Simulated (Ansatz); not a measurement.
SiC (wurtzite): a one-shot G0W0 calculation in Ansatz (G0W0@LDA with 155 empty bands, a screening cutoff of 140 eV and a 6×6×4 mesh). Cell and atoms come from a relaxation with r2SCAN.

```yaml
crystal:
  lattice:
    - [3.0753562473, 0.0, 0.0]
    - [-1.5376781236, 2.6633366358, 0.0]
    - [0.0, 0.0, 5.0481081049]
  atoms:
    - { symbol: Si, position: [0.3333333333, 0.6666666667, -0.0004084052] }
    - { symbol: Si, position: [0.6666666667, 0.3333333333, 0.4995915948] }
    - { symbol: C, position: [0.3333333333, 0.6666666667, 0.3754084052] }
    - { symbol: C, position: [0.6666666667, 0.3333333333, 0.8754084052] }
kpoints:
  mp_grid: { grid: [6, 6, 4] }
hamiltonian:
  xc: lda
scf:
  occupations: { method: fixed }
gw:
  n_empty_bands: 155
  ecut_chi: 140
  qp_bands: [v2, c2]
  qp_kpoints: band_edges
  screening: { model: contour_deformation }
```

In the abridged output below, numbers in square brackets stand for lines, or ends of lines, that were taken out.
```
Functional definition: SPW92
Crystal: 4 atoms, lattice volume = 41.348 Å³
Basis set: ecut = 420 eV, 785 PW (Γ)
Bands: 12, of which v1, the nominal top of the filled ones, is band 8 counted from 1 (7 counted from 0)
Symmetry: 12 space group operations
Space group: P63mc (ITA 186)
k-points: 21 of 144 (time reversal used)
preconditioner: auto → none  [insulator: Δε(μ)=2.078 eV  ℏωp=23.1 eV]
Free energy (F): -1704.371671 eV
Fermi energy:    9.403608 eV
--- Band table (eV; the first three rows and the last of 21) ---
  k-point 0: bands = […, 0.6836, 8.0881, 8.0881, 9.2899, 9.4036, 9.4036, 14.1614, 15.6099, 15.9666, 15.9666]
  k-point 1: bands = […, 2.2224, 7.8011, 8.2556, 8.2556, 9.1818, 9.1818, 14.4383, 16.0914, 16.0914, 16.3574]
  k-point 2: bands = […, 4.9810, 4.9810, 8.6915, 8.6915, 8.6915, 8.6915, 15.2341, 15.2341, 16.6566, 16.6566]
  k-point 20: bands = […, 1.6387, 1.6387, 3.7313, 3.7313, 7.6625, 7.6625, 14.4171, 14.4171, 15.3083, 15.3083]
--- G₀W₀: contour deformation, 6 samples at zero and on the imaginary axis and 1 off it, 144 q-points, 155 empty bands' worth ---
    ik  band        ε_KS         Σx   Σc(E_QP)       V_xc       Z   E_QP_lin       E_QP  E_QP is
     0     7  [1]
     0     8  [2]
     0     9     14.1614    -9.2267    -4.8442   -14.7718  0.8019    14.8661    14.8623  root
     0    10     15.6099    -9.2259    -5.2904   -15.1517  0.7840    16.2495    16.2453  root
     1     7      9.1818   -18.3965     2.0186   -15.9631  0.7877     8.7659     8.7671  root
     1     8      9.1818   -18.3965     2.0186   -15.9631  0.7877     8.7659     8.7671  root
     1     9     14.4383    -9.1334    -4.9073   -14.7547  0.8009    15.1563    15.1523  root
     1    10     16.0914    -7.6471    -5.2074   -13.6592  0.7976    16.9027    16.8961  root
     3     7      8.9278   -18.2677     1.9841   -15.8609  0.7875     8.5038     8.5051  root
     3     8      9.1160   -18.4821     2.0387   -16.0231  0.7874     8.6944     8.6956  root
     3     9     14.1854    -7.9216    -4.7986   -13.4051  0.8065    14.8740    14.8702  root
     3    10     16.0986    -8.3273    -5.3832   -14.4671  0.7854    16.8619    16.8553  root
     4     7      8.3253   -18.1955     2.1714   -15.5501  0.7852     7.8497     7.8514  root
     4     8      8.7952   -18.4411     2.1189   -15.8749  0.7865     8.3464     8.3479  root
     4     9     14.1148    -7.7308    -4.7976   -13.2012  0.8071    14.7913    14.7876  root
     4    10  [3]
     6     7  [4]
     6     8      8.4911   -18.5887     2.2222   -15.8936  0.7850     8.0165     8.0182  root
     6     9     12.6770    -7.4845    -4.4653   -12.5445  0.8149    13.2741    13.2717  root
     6    10     14.2231    -7.0293    -4.7880   -12.4599  0.8027    14.8692    14.8657  root
     7     7      7.8547   -18.3220     2.3017   -15.5129  0.7827     7.3450     7.3472  root
     7     8      8.0843   -18.5022     2.3217   -15.6767  0.7835     7.5785     7.5806  root
     7     9     12.6585    -7.6200    -4.4444   -12.6428  0.8133    13.2391    13.2369  root
     7    10     13.7104    -7.1575    -4.7099   -12.4753  0.8085    14.3211    14.3182  root
     8     7      7.2975   -18.4783     2.5529   -15.3639  0.7792     6.7330     6.7359  root
     8     8      7.2975   -18.4783     2.5529   -15.3639  0.7792     6.7330     6.7359  root
     8     9     13.1474    -7.5539    -4.5476   -12.6929  0.8104    13.7412    13.7388  root
     8    10  [5]
     9     7      6.0889   -17.2001     2.5508   -14.0797  0.7748     5.5157     5.5193  root
     9     8      8.2052   -18.6377     2.3076   -15.8348  0.7837     7.7079     7.7099  root
     9     9  [6]
     9    10     13.5499    -7.6304    -4.5299   -12.7734  0.8034    14.1658    14.1629  root
    10     7      7.0555   -17.8871     2.4164   -14.9262  0.7798     6.5083     6.5110  root
    10     8      7.7751   -18.5446     2.4142   -15.6037  0.7819     7.2460     7.2484  root
    10     9     12.4115    -7.3244    -4.4308   -12.3276  0.8160    12.9860    12.9839  root
    10    10     12.6039    -7.8047    -4.3342   -12.6816  0.8101    13.1485    13.1466  root
  […]
```

The points are ik 0 = (0, 0, 0) (Γ), ik 1 = (0, 0, 1/4), ik 3 = (0, 1/6, 0), ik 4 = (0, 1/6, 1/4), ik 6 = (0, 1/3, 0), ik 7 = (0, 1/3, 1/4), ik 8 = (0, 1/3, -1/2), ik 9 = (0, -1/2, 0), ik 10 = (0, -1/2, 1/4), ik 17 = (1/6, 1/3, -1/2), ik 18 = (1/3, 1/3, 0), ik 20 = (1/3, 1/3, -1/2); band 8 is the last filled one.

**Question.** What stood in the gaps? They hold quasiparticle rows.

**Answer.**
```
[1]
     0     7      9.4036   -18.3335     1.9456   -15.9952  0.7883     9.0099     9.0109  root
[2]
     0     8      9.4036   -18.3335     1.9456   -15.9952  0.7883     9.0099     9.0109  root
[3]
     4    10     15.7483    -7.5061    -5.1825   -13.4530  0.7957    16.5187    16.5128  root
[4]
     6     7      7.5555   -17.8563     2.2458   -15.1044  0.7829     7.0472     7.0494  root
[5]
     8    10     13.1474    -7.5539    -4.5476   -12.6929  0.8104    13.7412    13.7388  root
[6]
     9     9     12.0862    -7.3466    -4.3582   -12.2677  0.8176    12.6511    12.6491  root
```
Only the leading digits can be foreseen; the rest is this run's record.

Over the mesh points the LDA gap of 2.16 eV becomes a quasiparticle gap of 3.04 eV (Γ to k = (1/3, 1/3, 0)), a change of +0.88 eV. Renormalisation factors Z lie between 0.76 and 0.82. G0W0 values are finite-basis, finite-mesh values.

Run as `ansatz run input.yaml --threads 2 --pin off --max-ram 3686MiB --backend cpu --events-out ev --progress --plain --runs-dir out`. It took 30 s on 2 threads of Intel(R) Xeon(R) 6975P-C (Granite Rapids), on a shared host, load about 0.2 per core; peak host memory 0.56 GiB.

No spin polarisation and no zero-point or thermal motion.
